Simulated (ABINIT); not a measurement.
# Ge (P1) in ABINIT: settings compared

Aim: see how the results for Ge move with the level of theory and the settings. Levels: PBE, PW91. Tasks: single point.

Program: ABINIT 10.8.3 (patched build). These are calculated values, not measurements. Logs are shortened: lines on timing, memory, paths and dates and some standing lists are left out, and cuts for length are marked. The log counts tension as positive stress, the text compression.

## Step 1: The structure

The typed cell holds 4 atoms: a = 2.795 Å, b = 5.149 Å, c = 5.149 Å, α = 90.00°, β = 90.00°, γ = 90.00°.

This isn't the form of Ge at room conditions, which is diamond.

## Step 2: Single point, PBE (cell stretched)

Input file run.abi:

```
# Pseudopotentials
pp_dirpath "./"
pseudos "Ge.GGA_PBE-JTH.xml"

# Structure
acell 2.8674504126 5.2827785954 5.2827785954 Angstrom
rprim
     0.0000000000     0.0000000000    -1.0000000000
     0.0000000000    -1.0000000000     0.0000000000
    -1.0000000000     0.0000000000     0.0000000000
ntypat 1
znucl 32
natom 4
typat 1 1 1 1
xred
     0.2460187400     0.5001320900     0.9980508000
     0.7619437900     0.9996037300     0.5058475900
     0.9960187400     0.5001320900     0.4980508000
     0.4960187400     0.0001320900     0.9980508000
chkprim 0
chksymtnons 0
tolsym 1.0e-6

# Plane-wave basis
ecut 16.0
pawecutdg 32.0
pawxcdev 0

# k points
kptopt 1
ngkpt 7 4 4
nshiftk 1
shiftk 0.0 0.0 0.0

# Exchange and correlation
ixc 11

# Bands and occupations
nband 34
occopt 3
tsmear 0.05 eV

# SCF cycle
nstep 100
tolvrs 1.0e-9

# Output
iomode 3
prtwf 0
prteig 0
prtebands 0
prtvol 2
prtden 1
prtvha 1
prtvclmb 1
prtpot 1
```

Potentials or basis: JTH PAW PBE v2.0.

Started as:

```bash
> abinit run.abi > log 2>&1
```

run.abo:

```text
.Version 10.8.3 of ABINIT
 Symmetries : space group P1 (#  1); Bravais aP (primitive triclinic)
================================================================================
 Values of the parameters that define the memory need of the present run
     intxc =       0    ionmov =       0      iscf =      17    lmnmax =      18
     lnmax =       6     mgfft =      36  mpssoang =       3    mqgrid =    3001
     natom =       4  nloc_mem =       2    nspden =       1   nspinor =       1
    nsppol =       1      nsym =       1    n1xccc =       1    ntypat =       1
    occopt =       3   xclevel =       2
       mpw =        1668          nfft =       25920          nkpt =          58
 PAW method is used; the additional fine FFT grid is defined by:
   mgfftf=        54    nfftf =     87480
================================================================================
================================================================================

--------------------------------------------------------------------------------
------------- Echo of variables that govern the present computation ------------
--------------------------------------------------------------------------------
 -outvars: echo values of preprocessed input variables --------
            acell      5.4186959594E+00  9.9830047291E+00  9.9830047291E+00 Bohr
              amu      7.26100000E+01
          chkprim           0
      chksymtnons           0
             ecut      1.60000000E+01 Hartree
              ixc          11
         kptrlatt        7    0    0      0    4    0      0    0    4
          kptrlen      3.79308717E+01
            natom           4
            nband          34
            ngfft          20      36      36
          ngfftdg          30      54      54
             nkpt          58
            nstep         100
             nsym           1
           ntypat           1
           occopt           3
        pawecutdg      3.20000000E+01 Hartree
         pawxcdev           0
        prtebands           0
           prteig           0
           prtpot           1
         prtvclmb           1
           prtvha           1
           prtvol           2
            prtwf           0
            rprim      0.0000000000E+00  0.0000000000E+00 -1.0000000000E+00
                       0.0000000000E+00 -1.0000000000E+00  0.0000000000E+00
                      -1.0000000000E+00  0.0000000000E+00  0.0000000000E+00
          spgroup           1
           tolsym      1.00000000E-06
           tolvrs      1.00000000E-09
           tsmear      1.83746611E-03 Hartree
            typat      1  1  1  1
           useylm           1
           xangst     -5.2724814034E+00 -2.6420870999E+00 -7.0544653752E-01
                      -2.6722808210E+00 -5.2806851887E+00 -2.1848360350E+00
                      -2.6310921057E+00 -2.6420870999E+00 -2.8560343470E+00
                      -5.2724814034E+00 -6.9780222467E-04 -1.4223091407E+00
            xcart     -9.9635458563E+00 -4.9928210197E+00 -1.3331007524E+00
                      -5.0498788832E+00 -9.9790487638E+00 -4.1287417362E+00
                      -4.9720434917E+00 -4.9928210197E+00 -5.3971227220E+00
                      -9.9635458563E+00 -1.3186550947E-03 -2.6877747422E+00
             xred      2.4601874000E-01  5.0013209000E-01  9.9805080000E-01
                       7.6194379000E-01  9.9960373000E-01  5.0584759000E-01
                       9.9601874000E-01  5.0013209000E-01  4.9805080000E-01
                       4.9601874000E-01  1.3209000000E-04  9.9805080000E-01
            znucl       32.00000

================================================================================

 chkinp: Checking input parameters for consistency.

================================================================================
== DATASET  1 ==================================================================

--- !DatasetInfo
iteration_state: {dtset: 1, }
dimensions: {natom: 4, nkpt: 58, mband: 34, nsppol: 1, nspinor: 1, nspden: 1, mpw: 1668, }
cutoff_energies: {ecut:  16.0, pawecutdg:  32.0, }
[... 491 lines left out ...]
    2       0.003771168512     -0.001708436337      0.021137425891
    3      -0.001885457503      0.001542826091      0.000852627224
    4      -0.001659563845     -0.000037846280     -0.018887300816

 cartesian coordinates (angstrom) at end:
    1     -5.27248140336185    -2.64208709992467    -0.70544653752033
    2     -2.67228082098668    -5.28068518872600    -2.18483603501351
    3     -2.63109210566185    -2.64208709992467    -2.85603434697033
    4     -5.27248140336185    -0.00069780222467    -1.42230914067033

 cartesian forces (hartree/bohr) at end:
    1     -0.00031964463124     0.00002364926141    -0.00000034745099
    2      0.00212028812843    -0.00017222413872     0.00068215927391
    3      0.00008835493622     0.00015345560566    -0.00036174982472
    4     -0.00188899843341    -0.00000488072836    -0.00032006199819
 frms,max,avg= 8.6247478E-04 2.1202881E-03  -2.947E-06  1.090E-06  1.380E-05 h/b

 cartesian forces (eV/Angstrom) at end:
    1     -0.01643678780706     0.00121609391704    -0.00001786664848
    2      0.10902959928319    -0.00885612128806     0.03507804023650
    3      0.00454339349507     0.00789100451414    -0.01860192390915
    4     -0.09713620497119    -0.00025097714312    -0.01645824967887
 frms,max,avg= 4.4350237E-02 1.0902960E-01  -1.515E-04  5.603E-05  7.094E-04 e/A
 length scales=  5.418695959435  9.983004729114  9.983004729114 bohr
              =  2.867450412600  5.282778595400  5.282778595400 angstroms
 Fermi (or HOMO) energy (hartree) =   0.30551   Average Vxc (hartree)=  -0.37456
 Eigenvalues (hartree) for nkpt=  58  k points:
 kpt#   1, nband= 34, wtk=  0.00893, kpt=  0.0000  0.0000  0.0000 (reduced coord)
  -0.60521   -0.60386   -0.60369   -0.60348   -0.60288   -0.60249   -0.60025   -0.60003
  -0.59998   -0.59988   -0.59968   -0.59957   -0.59953   -0.59946   -0.59935   -0.59934
  -0.59932   -0.59917   -0.59783   -0.59580   -0.16463   -0.01670   -0.01641    0.10157
   0.10210    0.14273    0.22245    0.22337    0.42935    0.51336    0.51925    0.56066
   0.56256    0.58305
      occupation numbers for kpt#   1
   2.00000    2.00000    2.00000    2.00000    2.00000    2.00000    2.00000    2.00000
   2.00000    2.00000    2.00000    2.00000    2.00000    2.00000    2.00000    2.00000
   2.00000    2.00000    2.00000    2.00000    2.00000    2.00000    2.00000    2.00000
   2.00000    2.00000    2.00000    2.00000    0.00000    0.00000    0.00000    0.00000
   0.00000    0.00000
 kpt#   2, nband= 34, wtk=  0.01786, kpt=  0.1429  0.0000  0.0000 (reduced coord)
  -0.60510   -0.60332   -0.60312   -0.60273   -0.60269   -0.60148   -0.60034   -0.60026
  -0.60010   -0.60009   -0.59996   -0.59995   -0.59955   -0.59953   -0.59949   -0.59948
  -0.59941   -0.59916   -0.59787   -0.59589   -0.15134   -0.00742   -0.00141    0.11508
   0.11569    0.15446    0.23409    0.23523    0.35614    0.44221    0.47957    0.48234
[... 664 lines left out ...]
   2.00000    2.00000    2.00000    2.00000    2.00000    2.00000    2.00000    2.00000
   2.00000    2.00000    2.00000    2.00000    0.00000    0.00000    0.00000    0.00000
   0.00000    0.00000
 kpt#  58, nband= 34, wtk=  0.01786, kpt=  0.4286  0.5000  0.5000 (reduced coord)
  -0.60334   -0.60325   -0.60320   -0.60317   -0.60191   -0.60188   -0.60185   -0.60183
  -0.60011   -0.60005   -0.60000   -0.59991   -0.59837   -0.59828   -0.59821   -0.59807
  -0.59770   -0.59767   -0.59765   -0.59764    0.03290    0.03543    0.03644    0.04029
   0.17479    0.17757    0.17923    0.18006    0.43581    0.43647    0.43906    0.44168
   0.45387    0.45524
      occupation numbers for kpt#  58
   2.00000    2.00000    2.00000    2.00000    2.00000    2.00000    2.00000    2.00000
   2.00000    2.00000    2.00000    2.00000    2.00000    2.00000    2.00000    2.00000
   2.00000    2.00000    2.00000    2.00000    2.00000    2.00000    2.00000    2.00000
   2.00000    2.00000    2.00000    2.00000    0.00000    0.00000    0.00000    0.00000
   0.00000    0.00000
 Total charge density [el/Bohr^3]
)     Maximum=    1.6513E+00  at reduced coord.    0.5000    0.0000    0.0000
)Next maximum=    1.6511E+00  at reduced coord.    0.0000    0.5000    0.5000
)     Minimum=    9.8522E-03  at reduced coord.    0.4000    0.2593    0.2963
)Next minimum=    9.8538E-03  at reduced coord.    0.4333    0.2593    0.2963
   Integrated=    5.6000E+01

--- !EnergyTerms
iteration_state     : {dtset: 1, }
comment             : Components of total free energy in Hartree
kinetic             :  2.57523699085386E+01
hartree             :  7.21275634028854E+01
xc                  : -9.13365236140055E+00
Ewald energy        : -2.18386627930379E+02
psp_core            :  8.40498697075375E+00
local_psp           : -2.51968807168375E+02
PAW spherical_terms : -9.07245529801578E+00
internal            : -3.82276622475993E+02
'-kT*entropy'       : -6.14104187407793E-04
total_energy        : -3.82277236580181E+02
total_energy_eV     : -1.04022935376296E+04
...

--- !EnergyTermsDC
iteration_state     : {dtset: 1, }
comment             : '"Double-counting" decomposition of free energy'
band_energy         : -2.22457135362873E+01
Ewald energy        : -2.18386627930379E+02
psp_core            :  8.40498697075375E+00
xc_dc               : -6.97559802184571E+01
PAW spherical_terms : -8.02933022543990E+01
internal            : -3.82276636968769E+02
'-kT*entropy'       : -6.14104187407793E-04
total_energy_dc     : -3.82277251072956E+02
total_energy_dc_eV  : -1.04022939319981E+04
...

--- !EnergyTermsWithPAWCore
iteration_state     : {dtset: 1, }
comment             : 'Components of total free energy, including PAW core contributions'
Total energy        : -8.39595021294441E+03
Total energy DC     : -8.39595022743718E+03
Total energy (eV)   : -2.28465444146457E+05
Total energy DC (eV): -2.28465444540825E+05
...

 Cartesian components of stress tensor (hartree/bohr^3)
  sigma(1 1)=  9.34514224E-05  sigma(3 2)= -1.24456265E-08
  sigma(2 2)=  9.72774052E-05  sigma(3 1)=  7.78339025E-07
  sigma(3 3)=  4.84104597E-05  sigma(2 1)=  8.96846419E-08

-Cartesian components of stress tensor (GPa)         [Pressure= -2.3452E+00 GPa]
- sigma(1 1)=  2.74943577E+00  sigma(3 2)= -3.66162972E-04
- sigma(2 2)=  2.86200007E+00  sigma(3 1)=  2.28995247E-02
- sigma(3 3)=  1.42428490E+00  sigma(2 1)=  2.63861326E-03

== END DATASET(S) ==============================================================
================================================================================

 -outvars: echo values of variables after computation  --------
            acell      5.4186959594E+00  9.9830047291E+00  9.9830047291E+00 Bohr
           etotal     -3.8227725107E+02
            fcart     -3.1964463124E-04  2.3649261414E-05 -3.4745099414E-07
                       2.1202881284E-03 -1.7222413872E-04  6.8215927391E-04
                       8.8354936216E-05  1.5345560566E-04 -3.6174982472E-04
                      -1.8889984334E-03 -4.8807283578E-06 -3.2006199819E-04
            rprim      0.0000000000E+00  0.0000000000E+00 -1.0000000000E+00
                       0.0000000000E+00 -1.0000000000E+00  0.0000000000E+00
                      -1.0000000000E+00  0.0000000000E+00  0.0000000000E+00
           strten      9.3451422354E-05  9.7277405173E-05  4.8410459737E-05
                      -1.2445626466E-08  7.7833902494E-07  8.9684641942E-08
           xangst     -5.2724814034E+00 -2.6420870999E+00 -7.0544653752E-01
                      -2.6722808210E+00 -5.2806851887E+00 -2.1848360350E+00
                      -2.6310921057E+00 -2.6420870999E+00 -2.8560343470E+00
                      -5.2724814034E+00 -6.9780222467E-04 -1.4223091407E+00
             xred      2.4601874000E-01  5.0013209000E-01  9.9805080000E-01
                       7.6194379000E-01  9.9960373000E-01  5.0584759000E-01
                       9.9601874000E-01  5.0013209000E-01  4.9805080000E-01
                       4.9601874000E-01  1.3209000000E-04  9.9805080000E-01
 Calculation completed.
```

It took 5 min on 1 thread of Arm Neoverse V1, shared host; peak memory 0.2 GiB.

What came out:

```
Free energy                                           : -10402.2939 eV
Largest force                                         : 0.115 eV/Å
Band gap on the k mesh                                : none (metal or under the smearing width)
Valence electrons inside the program's atomic spheres : Ge 12.19, 12.18 (radii [1.2196] Å)
```

Forces on the atoms (eV/Å):
```
Ge  -0.016  0.001  0.000
Ge   0.109 -0.009  0.035
Ge   0.005  0.008 -0.019
Ge  -0.097  0.000 -0.016
```

Caveat: the cutoff is too short for stress, so the log's stress isn't used.

## Step 3: Single point, PW91

Changes to run.abi since step 2:

```diff
@@ -5,7 +5,7 @@
 # Structure
-acell 2.8674504126 5.2827785954 5.2827785954 Angstrom
+acell 3*1.0 Angstrom
 rprim
-     0.0000000000     0.0000000000    -1.0000000000
-     0.0000000000    -1.0000000000     0.0000000000
-    -1.0000000000     0.0000000000     0.0000000000
+     0.0000000000     0.0000000000    -2.7948252900
+     0.0000000000    -5.1489794400     0.0000000000
+    -5.1489794400     0.0000000000     0.0000000000
 ntypat 1
@@ -35,3 +35,3 @@
 # Exchange and correlation
-ixc 11
+ixc -109134
 
@@ -40,3 +40,3 @@
 occopt 3
-tsmear 0.05 eV
+tsmear 0.00183747
 
@@ -49,8 +49,5 @@
 prtwf 0
+prtden 0
 prteig 0
 prtebands 0
-prtvol 2
-prtden 1
-prtvha 1
-prtvclmb 1
-prtpot 1
+enunit 2
```

Potentials or basis: JTH PAW PBE v2.0.

Started as:

```bash
> abinit run.abi > log 2>&1
```

It took 5.4 min on 1 thread of Arm Neoverse V1, shared host; peak memory 0.18 GiB.

Results (log left out):

```yaml
Free_energy: -10412.9618 eV
Largest_force: 0.174 eV/Å
Band_gap_on_the_k_mesh: none (metal or under the smearing width)
Valence_electrons_inside_the_program's_atomic_spheres: Ge 12.26, 12.25 (radii [1.2196] Å)
```

Forces in eV/Å, atoms in the order of the input:
```
Ge  -0.015  0.001  0.013
Ge   0.168 -0.013  0.040
Ge  -0.003  0.012 -0.028
Ge  -0.151  0.000 -0.025
```

Levels at points of the mesh, in eV from the Fermi level:
```csv
k point,band 24,band 25,band 26,band 27,band 28,band 29,band 30,band 31,band 32,band 33
"(0.00, 0.00, 0.00)",-6.04,-6.02,-4.25,-2.49,-2.47,3.26,5.95,6.12,7.40,7.45
"(0.00, 0.50, 0.00)",-7.68,-4.73,-4.71,-0.22,-0.22,3.66,3.68,6.91,7.04,7.13
"(0.00, 0.00, 0.50)",-7.60,-4.79,-4.69,-0.29,-0.16,3.59,3.76,6.98,7.03,7.12
"(0.00, 0.50, 0.50)",-10.60,0.36,0.48,0.48,0.61,1.71,1.75,1.83,1.88,7.38
```

Caveat: the cutoff is too short for stress, so the log's stress isn't used; this build's PW91 may differ from other programs'; the PAW data sets were made with another functional, which shifts forces and pressure a little.
